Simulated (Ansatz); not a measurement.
# MgB2 under changes of volume

One of the cells (9.679 Å³/atom); the others are scaled copies at fixed shape and fractional positions:

```
CELL_PARAMETERS angstrom
3.08500 0.00000 0.00000
-1.54250 2.67169 0.00000
0.00000 0.00000 3.52300
ATOMIC_POSITIONS crystal
Mg 0.00000 0.00000 0.00000
B 0.66667 0.33333 0.50000
B 0.33333 0.66667 0.50000
```

- Program: Ansatz 0.2.0
- Functional: LDA
- Potentials or basis: all-electron LAPW, scalar-relativistic
- Cutoff: 272 eV (chosen from the basis error)
- Basis error allowed: 0.002 eV/atom
- k mesh: 10 × 10 × 8
- Occupations: fermi-dirac, width 0.05 eV
- Spin: no spin polarisation

```tsv
volume (Å³/atom)	energy over the lowest point (meV/atom)	pressure (GPa)
9.098	0.30	2.0
9.292	0.00	-1.5
9.485	3.69	-4.6
9.679	11.00	-7.5
9.873	?	?
10.066	35.23	-12.4
10.260	51.56	-14.6
```

Problem. What does the run at 9.873 Å³/atom give?

Solution. Energy over the lowest point 21.62 meV/atom; pressure -10.1 GPa.

Worked out: A Birch-Murnaghan fit of order 3 (a polynomial in V^(-2/3)) to the other rows has its minimum at 9.21 Å³/atom with B0 = V·E''(V) = 164 GPa and B' = 3.7 at fixed shape and positions, which overstates the stiffness. It gives 21.66 meV/atom at 9.873 Å³/atom, against the run's 21.62, and -dE/dV = -10.1 GPa, against -10.1.

Energies are extrapolated to zero smearing.
